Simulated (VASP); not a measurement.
Input of a VASP 6.6.1 run:

File POSCAR:

```
AgCl
1.0
    0.0000000000      2.7731838142      2.7731838142
    2.7731838142      0.0000000000      2.7731838142
    2.7731838142      2.7731838142      0.0000000000
Ag Cl
1 1
Direct
    0.0000000000      0.0000000000      0.0000000000
    0.5000000000      0.5000000000      0.5000000000
```

The input INCAR.step1:

```
  PREC = Accurate
  ENCUT = 520
  EDIFF = 1E-5
  ISMEAR = 0
  SIGMA = 0.01
  LREAL = F
  LASPH = T
  NELM = 100
  ALGO = Normal
  ISIF = 2
  LWAVE = T
  GGA = PE
  NBANDS = 16
```

The input INCAR.step2:

```
  PREC = Accurate
  ENCUT = 520
  EDIFF = 1E-7
  ISMEAR = 0
  SIGMA = 0.01
  LREAL = F
  LASPH = T
  NELM = 100
  ALGO = Normal
  ISIF = 2
  LWAVE = F
  LCHARG = T
  GGA = PE
  LHFCALC = T
  AEXX = 0.15
  HFSCREEN = 0.3
  PRECFOCK = Normal
  LELF = T
  LVHAR = T
  ISTART = 1
  NBANDS = 16
```

KPOINTS

```
Automatic mesh
0
Gamma
  4 4 4
```

Potentials or basis: VASP PAW PBE potentials, release 64 (Ag, Cl).

Run with:

```sh
$ cat potpaw_PBE.64/Ag/POTCAR potpaw_PBE.64/Cl/POTCAR > POTCAR
$ cp INCAR.step1 INCAR
$ mpirun -np 1 vasp_std > vasp.out
$ cp INCAR.step2 INCAR
$ mpirun -np 1 vasp_std > vasp.out
```

Q: Estimate the band gap on the k mesh.

A: 1.66 eV, indirect (least direct gap 3.92 eV).

Q: What does it give for the pressure?

A: 1.5 GPa.

Caveat: the k mesh is coarse (spacing up to 0.49 Å⁻¹), so the values aren't converged; the PAW data sets were made with another functional, which shifts forces and pressure a little. A k mesh can miss the band edges.
